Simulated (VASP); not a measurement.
# A VASP 6.6.1 single-point calculation on ZnO

INCAR

```
ISIF = 2
ALGO = Normal
NSW = 0
LREAL = .FALSE.
NELM = 120
LWAVE = .FALSE.
ENCUT = 520
NBANDS = 16
LASPH = .TRUE.
EDIFF = 1E-7
ISMEAR = -5
METAGGA = R2SCAN
IBRION = -1
SIGMA = 0.2
LCHARG = .FALSE.
PREC = Accurate
```

KPOINTS

```
KPOINTS created by Atomic Simulation Environment
0
Gamma
10 10 10
0 0 0
```

POSCAR

```
Zn O
 1.0000000000000000
     0.0000000000000000    2.0697572748000002    2.0697572748000002
     2.0697572748000002    0.0000000000000000    2.0697572748000002
     2.0697572748000002    2.0697572748000002    0.0000000000000000
 Zn  O
   1   1
Cartesian
  0.0000000000000000  0.0000000000000000  0.0000000000000000
  2.0697572748000006  2.0697572748000006  2.0697572748000006
```

The recommended PBE PAW datasets give the neutral cell 18 valence electrons.

Command

```
mpirun -np 1 vasp_std
```

Question: Predict the outcome of this run.

Answer: It converged. Results: gap between bands v and c on the k mesh 2.02 eV; least direct gap on the k mesh 3.86 eV; pressure 23.6 GPa. Band v is the last that the valence electrons fill when counted band by band, and c is the next.

OSZICAR

```
N       E                     dE             d eps       ncg     rms          rms(c)
DAV:   1     0.751673240192E+02    0.75167E+02   -0.99505E+03  1648   0.183E+03
DAV:   2    -0.185138091424E+02   -0.93681E+02   -0.87133E+02  1680   0.308E+02
DAV:   3    -0.225146073064E+02   -0.40008E+01   -0.39886E+01  1752   0.625E+01
DAV:   4    -0.225307236502E+02   -0.16116E-01   -0.16116E-01  1816   0.397E+00
DAV:   5    -0.225307658748E+02   -0.42225E-04   -0.42225E-04  1808   0.196E-01    0.108E+01
DAV:   6    -0.177715393673E+02    0.47592E+01   -0.16988E+00  1936   0.494E+01    0.819E+00
DAV:   7    -0.178139144408E+02   -0.42375E-01   -0.10126E+00  1728   0.130E+01    0.400E+00
DAV:   8    -0.178258502859E+02   -0.11936E-01   -0.31371E-02  2032   0.277E+00    0.167E+00
DAV:   9    -0.178273557070E+02   -0.15054E-02   -0.87544E-03  1960   0.133E+00    0.134E-01
DAV:  10    -0.178273597504E+02   -0.40434E-05   -0.93345E-04  1896   0.729E-01    0.481E-02
DAV:  11    -0.178274854126E+02   -0.12566E-03   -0.43784E-04  1840   0.252E-01    0.509E-02
DAV:  12    -0.178274011060E+02    0.84307E-04   -0.95314E-05  1816   0.133E-01    0.838E-03
DAV:  13    -0.178273964882E+02    0.46178E-05   -0.77937E-06  1584   0.270E-02    0.137E-03
DAV:  14    -0.178273975092E+02   -0.10210E-05   -0.94617E-08  1520   0.446E-03    0.692E-04
DAV:  15    -0.178273966591E+02    0.85009E-06   -0.29797E-08   856   0.487E-03    0.368E-04
DAV:  16    -0.178273964993E+02    0.15979E-06   -0.36034E-09   896   0.750E-04    0.168E-04
DAV:  17    -0.178273963169E+02    0.18241E-06   -0.66194E-10   832   0.509E-04    0.341E-05
DAV:  18    -0.178273963282E+02   -0.11287E-07   -0.30607E-10   832   0.209E-04
   1 F= -.17827396E+02 E0= -.17827396E+02  d E =0.000000E+00
```

Standard output (part)

```
POSCAR found type information on POSCAR ZnO
 POSCAR found :  2 types and       2 ions
 LDA part: xc-table for (None), standard interpolation
 POSCAR, INCAR and KPOINTS ok, starting setup
 WAVECAR not read
 entering main loop
```

For comparison, a separate r²SCAN run of the intended cell, on usual settings and not on those above, gives a gap of 2.02 eV on its mesh and a pressure of 23.6 GPa.
